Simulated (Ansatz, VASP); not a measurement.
# KCl in VASP and in Ansatz

Contents of INCAR:

```
SYSTEM = KCl
  ALGO = Normal
  EDIFF = 1E-7
  ENCUT = 520
  GGA = PS
  ISIF = 2
  ISMEAR = -1
  LASPH = .TRUE.
  LCHARG = .FALSE.
  LREAL = .FALSE.
  LWAVE = .FALSE.
  NBANDS = 15
  NELM = 100
  PREC = Accurate
  SIGMA = 0.02
```

KPOINTS

```
k-points
0
G
  7 7 7
  0 0 0
```

POSCAR

```
KCl
1.0
    3.5598159191      0.0000000000      0.0000000000
    0.0000000000      3.5598159191      0.0000000000
    0.0000000000      0.0000000000      3.5598159191
K Cl
1 1
Direct
    0.0000000000      0.0000000000      0.0000000000
    0.5000000000      0.5000000000      0.5000000000
```

Input for Ansatz:

```yaml
crystal:
  lattice:
    - [3.5598159191, 0.0, 0.0]
    - [0.0, 3.5598159191, 0.0]
    - [0.0, 0.0, 3.5598159191]
  atoms:
    - { symbol: K, position: [0.0, 0.0, 0.0] }
    - { symbol: Cl, position: [0.5, 0.5, 0.5] }
kpoints:
  mp_grid: { grid: [7, 7, 7] }
  band_path:
    path:
      - [0.0, 0.0, 0.0]
      - [0.0, 0.5, 0.0]
      - [0.5, 0.5, 0.0]
      - [0.0, 0.0, 0.0]
      - [0.5, 0.5, 0.5]
      - [0.0, 0.5, 0.0]
      - [0.5, 0.5, 0.5]
      - [0.5, 0.5, 0.0]
    npoints: 5
scf:
  occupations: { method: fermi_dirac, width: 0.02 }
hamiltonian:
  xc: pbesol
  pseudopotentials: { kind: all_electron, lapw: { basis_error: 0.0005 } }
output:
  forces: true
  stress: true
  eigenvalues: true
```

Change from the starting cell: volume scaled by 0.94.

Alike in both runs: task single point; functional PBEsol; k mesh 7 × 7 × 7; occupations fermi-dirac, width 0.02 eV; no spin polarisation.

```csv
,VASP,Ansatz
version,VASP 6.6.1,Ansatz 0.2.0
potentials or method,"VASP PAW PBE potentials, release 64 (K_sv, Cl)","all-electron LAPW, scalar-relativistic"
plane-wave cutoff (eV),520,see its input
```

|  | VASP | Ansatz | Ansatz less VASP |
| --- | --- | --- | --- |
| gap on the k mesh at the Fermi level (eV) | 5.74 | 5.75 | +0.006 |
| pressure (GPa) | 4.7 | 4.6 | -0.13 |

Ansatz ran all-electron here, so the differences hold the error of VASP's frozen core and of both bases.

Caveats: the PAW data sets were made with another functional, which shifts forces and pressure a little (VASP); an odd mesh through Γ misses points on the zone boundary, where band edges often lie.
